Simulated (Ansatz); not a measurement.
Crystal: SiO2.

```
Si O
1.0
    -2.62334    4.77675    4.44167
     2.62334   -4.77675    4.44167
     2.62334    4.77675   -4.44167
Si O
4 8
Direct
  0.26034 0.84494 0.41540
  0.07045 0.15506 0.91540
  0.73966 0.15506 0.58460
  0.92955 0.84494 0.08460
  0.50000 0.00000 0.50000
  0.00000 0.00000 0.00000
  0.79318 0.00000 0.29318
  0.20682 0.50000 0.20682
  0.20682 0.00000 0.70682
  0.79318 0.50000 0.79318
  0.86931 0.11931 0.75000
  0.13069 0.88069 0.25000
```

The cell comes from a database or a generator and needn't be the stable form of this composition.

- Program: Ansatz 0.2.0
- Task: relaxation of cell and atoms
- Functional: PBE
- Potentials or basis: Ansatz PAW
- Cutoff: 420 eV (not typed: the program's choice for these potentials)
- k mesh: 6 × 6 × 6
- Occupations: fermi-dirac, width 0.05 eV
- Spin: no spin polarisation

At the start: volume 18.55 Å³/atom.

Question: How do energy, volume and symmetry change on relaxing?

Answer: It ends after 9 steps and the volume is 19.01 Å³/atom (+2.5 %); space group Imma (No. 74, to 0.05 Å).

Step by step:
| step | energy change (eV) | largest force (eV/Å) | volume (Å³) |
| --- | --- | --- | --- |
| 1 | 0.0000 | 0.3045 | 222.64 |
| 2 | -0.0357 | 0.1975 | 225.20 |
| 3 | -0.0458 | 0.0770 | 227.90 |
| 4 | -0.0462 | 0.0572 | 227.95 |
| 5 | -0.0479 | 0.0015 | 227.60 |
| 6 | -0.0622 | 0.0015 | 227.60 |
| 7 | -0.0617 | 0.0018 | 227.82 |
| 8 | -0.0610 | 0.0013 | 228.15 |
| 9 | -0.0626 | 0.0012 | 228.15 |

Final structure:
```yaml
crystal:
  lattice:
    - [-2.64324, 4.82564, 4.47160]
    - [2.64324, -4.82564, 4.47160]
    - [2.64324, 4.82564, -4.47160]
  atoms:
    - { symbol: Si, position: [0.25990, 0.84522, 0.41468] }
    - { symbol: Si, position: [0.06946, 0.15478, 0.91468] }
    - { symbol: Si, position: [0.74010, 0.15478, 0.58532] }
    - { symbol: Si, position: [0.93054, 0.84522, 0.08532] }
    - { symbol: O, position: [0.50000, 0.00000, 0.50000] }
    - { symbol: O, position: [0.00000, 0.00000, 0.00000] }
    - { symbol: O, position: [0.79353, 0.00000, 0.29353] }
    - { symbol: O, position: [0.20647, 0.50000, 0.20647] }
    - { symbol: O, position: [0.20647, 0.00000, 0.70647] }
    - { symbol: O, position: [0.79353, 0.50000, 0.79353] }
    - { symbol: O, position: [0.86666, 0.11666, 0.75000] }
    - { symbol: O, position: [0.13334, 0.88334, 0.25000] }
```

Caveat: the plane-wave basis is chosen anew once the cell has moved, so the energies of steps on either side of that aren't comparable; the pressure holds a Pulay correction of +0.4 GPa for the finite cutoff.
